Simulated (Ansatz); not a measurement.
# Ge: frozen-core PAW against all-electron methods

```
Ge
1.0
     0.00000    2.83743    2.83743
     2.83743    0.00000    2.83743
     2.83743    2.83743    0.00000
Ge
2
Direct
  0.00000 0.00000 0.00000
  0.25000 0.25000 0.25000
```

Atoms are numbered in the order listed.

Structure from Materials Project entry mp-32 (possibly hypothetical), not relaxed further.

All numbers are computed: DFT, PBE, PAW with Ansatz's default frozen-core files, fully relativistic files with spin-orbit coupling (Ansatz 0.2.0); DFT, PBE, all-electron LAPW, Dirac equation with spin-orbit coupling (Ansatz 0.2.0).

For PAW: a Γ-centred 11×11×11 k mesh, Fermi–Dirac smearing of 0.05 eV, cutoff 420 eV, no spin polarisation. LAPW targets a basis error of 1 meV/atom. The Ansatz runs share mesh, smearing and spin set-up. Plane-wave (PAW) pressures include the program's estimate of the Pulay term.

Stress and pressure are positive in compression.

Levels count from the Fermi level.

```tsv
quantity	PAW	LAPW
pressure (GPa)	2.98	2.98
highest filled level at X (eV)	-3.105	-3.106
lowest empty level at X (eV)	0.702	0.702
highest filled level at U (eV)	-2.668	-2.669
lowest empty level at U (eV)	1.103	1.103
highest filled level at Γ (eV)	-0.111	-0.107
lowest empty level at Γ (eV)	0.036	0.034
```

PAW's pressure differs from the LAPW value by about 0.01 GPa or less.
